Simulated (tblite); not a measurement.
Sc₃AlN₄: GFN2-xTB, run from Python

These are simulated results from tblite 0.8.0, not measurements. The cell was built from a prototype and was relaxed with r2SCAN in plane waves (Ansatz 0.2.0). It may be hypothetical. All runs are without spin polarisation.

Space group Pm-3m (No. 221), cubic; a = 4.412 Å in the conventional setting, 10.74 Å³ an atom. Sc has 6 N at 2.21 Å; N has 2 Al at 2.21 Å and 4 Sc at 2.21 Å; Al has 6 N at 2.21 Å; N has 6 Sc at 2.21 Å.

tblite solves periodic systems at the zone centre alone, so the script builds a cluster of 2×2×2 conventional cells (64 atoms), which folds in a coarse mesh of k points.

Input script:

```python
import json
from ase import Atoms
from ase.build import make_supercell
from ase.units import Bohr, GPa, Hartree
from tblite.interface import Calculator

atoms = Atoms(['Sc', 'N', 'Sc', 'N', 'Sc', 'N', 'Al', 'N'],
              cell=[[4.41218087, 0.0, 0.0], [0.0, 4.41218087, 0.0], [0.0, 0.0, 4.41218087]],
              scaled_positions=[[0.5, 0.0, 0.0], [0.0, 0.5, 0.5], [0.0, 0.5, 0.0], [0.5, 0.0, 0.5], [0.0, 0.0, 0.5], [0.5, 0.5, 0.0], [0.5, 0.5, 0.5], [0.0, 0.0, 0.0]],
              pbc=True)
cluster = make_supercell(atoms, [[2, 0, 0], [0, 2, 0], [0, 0, 2]])
calc = Calculator('GFN2-xTB', cluster.numbers, cluster.positions / Bohr, lattice=cluster.cell[:] / Bohr, periodic=cluster.pbc)
calc.set('temperature', 0.02 / Hartree)
calc.set('max-iter', 150)
res = calc.singlepoint()
levels = res.get('orbital-energies') * Hartree
nv = round(res.get('orbital-occupations').sum() / 2)
cells = len(cluster) // len(atoms)
out = {'energy_per_cell': res.get('energy') * Hartree / cells, 'homo': levels[nv - 1], 'lumo': levels[nv],
       'stress': (-res.get('virial') * Hartree / cluster.get_volume() / GPa).tolist(), 'charges': res.get('charges')[:len(atoms)].tolist(), 'electrons': 2 * nv / cells}
json.dump(out, open('results.json', 'w'))
for key, value in out.items():
    print(key, value)
```

Command: `python run.py`. It took 14 s on 1 thread of Arm Neoverse V1, on a shared host, peak memory 0.12 GiB.

What it printed:

```
------------------------------------------------------------
  cycle        total energy    energy error   density error
------------------------------------------------------------
      1     -115.2539443388  -1.1618013E+02   4.8323528E-01
      2     -98.34658522111   1.6907359E+01   9.0571950E-01
      3     -124.6851266511  -2.6338541E+01   2.7245716E-01
      4     -127.8970786718  -3.2119520E+00   1.5609976E-01
      5     -127.3324217776   5.6465689E-01   1.1945928E-01
      6     -21.11441755464   1.0621800E+02   8.0477226E-01
      7     -119.8189393988  -9.8704522E+01   3.0496297E-01
      8     -123.9758396380  -4.1569002E+00   2.4411478E-01
      9     -118.7852020143   5.1906376E+00   2.7995901E-01
     10     -118.1260505897   6.5915142E-01   3.0744309E-01
     11     -127.9346774714  -9.8086269E+00   1.1920206E-01
     12     -127.8778899707   5.6787501E-02   9.4425420E-02
     13     -126.0405979890   1.8372920E+00   1.5539875E-01
     14     -127.5778380066  -1.5372400E+00   9.8369492E-02
     15     -127.0481854418   5.2965256E-01   9.9355097E-02
     16     -127.0637137256  -1.5528284E-02   9.9081499E-02
     17     -127.4137245610  -3.5001084E-01   9.3731448E-02
     18     -126.9691915724   4.4453299E-01   1.1615166E-01
     19     -126.8552202619   1.1397131E-01   1.2651790E-01
     20     -127.3110675690  -4.5584731E-01   1.0327766E-01
     21     -126.3455488304   9.6551874E-01   1.5142054E-01
     22     -127.3152133343  -9.6966450E-01   9.8983945E-02
     23     -127.1390624192   1.7615092E-01   1.1226938E-01
     24     -127.8223902615  -6.8332784E-01   8.9959473E-02
     25     -127.8505738110  -2.8183550E-02   8.9425608E-02
     26     -127.8395384301   1.1035381E-02   8.9886182E-02
     27     -127.8826323077  -4.3093878E-02   8.8098303E-02
     28     -127.6895998073   1.9303250E-01   9.9258705E-02
     29     -127.9336459739  -2.4404617E-01   8.8917604E-02
     30     -127.9600607707  -2.6414797E-02   9.3666869E-02
     31     -127.8875553740   7.2505397E-02   9.1861348E-02
     32     -127.9390755418  -5.1520168E-02   9.1773954E-02
     33     -127.8628773072   7.6198235E-02   9.8528176E-02
     34     -128.0360846070  -1.7320730E-01   8.9172184E-02
     35     -127.6653896539   3.7069495E-01   1.0909079E-01
     36     -127.7093615677  -4.3971914E-02   9.9341864E-02
     37     -127.6694097830   3.9951785E-02   9.9844723E-02
     38     -127.6383364134   3.1073370E-02   1.0546427E-01
     39     -127.9244651671  -2.8612875E-01   9.5116111E-02
     40     -127.6166004987   3.0786467E-01   1.0668834E-01
     41     -127.4603293075   1.5627119E-01   1.1016580E-01
     42     -127.3846030568   7.5726251E-02   1.1366648E-01
     43     -127.5094255180  -1.2482246E-01   1.0952842E-01
     44     -127.5860353911  -7.6609873E-02   1.0827853E-01
     45     -127.7475660504  -1.6153066E-01   1.0260065E-01
     46     -127.7941538645  -4.6587814E-02   1.0095922E-01
     47     -127.8533273966  -5.9173532E-02   9.8462301E-02
     48     -127.7796808590   7.3646538E-02   1.0111841E-01
     49     -127.8087137216  -2.9032863E-02   1.0052773E-01
     50     -127.7893057653   1.9407956E-02   1.0093565E-01
[... 5 lines left out ...]
     56     -128.1388953302  -1.9779045E-02   8.1132445E-02
     57     -128.1557794534  -1.6884123E-02   8.0343851E-02
     58     -128.1816498949  -2.5870442E-02   7.8232415E-02
     59     -128.2676881942  -8.6038299E-02   7.2338405E-02
     60     -128.2520538951   1.5634299E-02   7.1941785E-02
     61     -128.3038409400  -5.1787045E-02   6.8015081E-02
     62     -128.3387628680  -3.4921928E-02   6.6106579E-02
     63     -128.3480328715  -9.2700035E-03   6.4952501E-02
     64     -128.3419665924   6.0662791E-03   6.5592194E-02
     65     -128.3043759419   3.7590651E-02   6.7515368E-02
     66     -128.2964569443   7.9189976E-03   6.7017778E-02
     67     -128.3015982634  -5.1413191E-03   6.5753201E-02
     68     -128.2907519629   1.0846300E-02   6.6299176E-02
     69     -128.1166904442   1.7406152E-01   7.8190378E-02
     70     -128.0333571216   8.3333323E-02   8.1478910E-02
     71     -128.1002539147  -6.6896793E-02   7.6039930E-02
     72     -127.9497794366   1.5047448E-01   8.5557313E-02
     73     -127.9352362482   1.4543188E-02   8.5880793E-02
     74     -127.7459170681   1.8931918E-01   9.5060849E-02
     75     -127.7001310403   4.5786028E-02   9.7139744E-02
     76     -127.7066102655  -6.4792252E-03   9.6597024E-02
     77     -127.6881579446   1.8452321E-02   9.7490744E-02
     78     -127.6658179054   2.2340039E-02   9.8178910E-02
     79     -127.6698447895  -4.0268841E-03   9.7872166E-02
     80     -127.6717949035  -1.9501141E-03   9.7075180E-02
     81     -127.6617809848   1.0013919E-02   9.7512127E-02
     82     -127.6817838485  -2.0002864E-02   9.6247678E-02
     83     -127.6852100255  -3.4261770E-03   9.6077811E-02
     84     -127.6877365808  -2.5265553E-03   9.5879820E-02
     85     -127.6762763950   1.1460186E-02   9.6750568E-02
     86     -127.6872915582  -1.1015163E-02   9.5774755E-02
     87     -127.7768523093  -8.9560751E-02   9.1652032E-02
     88     -127.7799854971  -3.1331878E-03   9.1445280E-02
     89     -127.8427670410  -6.2781544E-02   8.7601140E-02
     90     -127.8032782147   3.9488826E-02   8.9996404E-02
     91     -127.7897698566   1.3508358E-02   9.0919630E-02
     92     -127.7931320343  -3.3621777E-03   9.0613630E-02
     93     -127.7653579387   2.7774096E-02   9.1913192E-02
     94     -127.7605009519   4.8569868E-03   9.2351609E-02
     95     -127.7084280358   5.2072916E-02   9.5333258E-02
     96     -127.7405737932  -3.2145757E-02   9.3455454E-02
     97     -127.8344416108  -9.3867818E-02   8.8766904E-02
     98     -127.8742856322  -3.9844021E-02   8.8272151E-02
     99     -127.8662544246   8.0312076E-03   8.8958077E-02
    100     -127.8792091897  -1.2954765E-02   8.8700674E-02
    101     -127.8819098166  -2.7006269E-03   8.9231409E-02
    102     -127.9404622673  -5.8552451E-02   8.6341686E-02
    103     -127.9385236324   1.9386349E-03   8.6223323E-02
    104     -127.9339816328   4.5419996E-03   8.7135235E-02
    105     -127.9180919300   1.5889703E-02   8.8385759E-02
    106     -127.9044000296   1.3691900E-02   8.9347570E-02
    107     -127.8943977771   1.0002252E-02   8.9916687E-02
    108     -127.9082470247  -1.3849248E-02   8.9445244E-02
    109     -127.9477564277  -3.9509403E-02   8.6882111E-02
    110     -127.9827562058  -3.4999778E-02   8.4479271E-02
    111     -127.9968406464  -1.4084441E-02   8.4019719E-02
    112     -127.9860768063   1.0763840E-02   8.5086491E-02
    113     -128.1629745088  -1.7689770E-01   7.5937489E-02
    114     -128.1714195310  -8.4450223E-03   7.5181509E-02
    115     -128.1480080690   2.3411462E-02   7.6449767E-02
    116     -128.1461659785   1.8420904E-03   7.6663452E-02
    117     -128.1190486825   2.7117296E-02   7.8166897E-02
    118     -128.1249414817  -5.8927992E-03   7.8174153E-02
    119     -128.1513903789  -2.6448897E-02   7.6200462E-02
    120     -128.1637352642  -1.2344885E-02   7.5279666E-02
    121     -128.1707884100  -7.0531457E-03   7.5038799E-02
    122     -128.1656829634   5.1054466E-03   7.5266648E-02
    123     -128.1492815973   1.6401366E-02   7.6127054E-02
    124     -128.1055530139   4.3728583E-02   7.8718054E-02
    125     -128.1547436460  -4.9190632E-02   7.5403666E-02
    126     -128.1001031226   5.4640523E-02   7.9133688E-02
    127     -128.1237235619  -2.3620439E-02   7.7787012E-02
    128     -128.1252086030  -1.4850411E-03   7.7607036E-02
    129     -128.1920688309  -6.6860228E-02   7.3136058E-02
    130     -128.1786183628   1.3450468E-02   7.4131153E-02
    131     -128.2085579822  -2.9939619E-02   7.3211728E-02
    132     -128.1937942674   1.4763715E-02   7.4093005E-02
    133     -128.1895521424   4.2421250E-03   7.4420042E-02
    134     -128.1896089509  -5.6808502E-05   7.4416267E-02
    135     -128.1844847752   5.1241757E-03   7.4658797E-02
    136     -128.1885639327  -4.0791574E-03   7.4324442E-02
    137     -128.1893115523  -7.4761964E-04   7.4281170E-02
    138     -128.1895888957  -2.7734342E-04   7.4265996E-02
    139     -128.2022473339  -1.2658438E-02   7.3421872E-02
    140     -128.1908892292   1.1358105E-02   7.3948190E-02
    141     -128.2051686163  -1.4279387E-02   7.2828397E-02
    142     -128.2139683992  -8.7997829E-03   7.2186604E-02
    143     -128.2138998946   6.8504594E-05   7.1927887E-02
    144     -128.2289221525  -1.5022258E-02   7.0686275E-02
    145     -128.2631549082  -3.4232756E-02   6.8436962E-02
    146     -128.2644796065  -1.3246983E-03   6.8305240E-02
    147     -128.2557946197   8.6849868E-03   6.9037750E-02
    148     -128.3236002839  -6.7805664E-02   6.3710057E-02
    149     -128.3178565853   5.7436986E-03   6.3446175E-02
    150     -128.3311395896  -1.3283004E-02   6.2252026E-02
------------------------------------------------------------

 total:                                  13.611 sec
tblite.exceptions.TBLiteRuntimeError: SCF not converged in 150 cycles
```

The self-consistent cycle didn't converge within its limit, so this run gives no property of the crystal.

xTB was fitted mostly to molecules, and a small cluster samples few k points, so gaps, pressures and kinks along a curve can be far from a solid's.
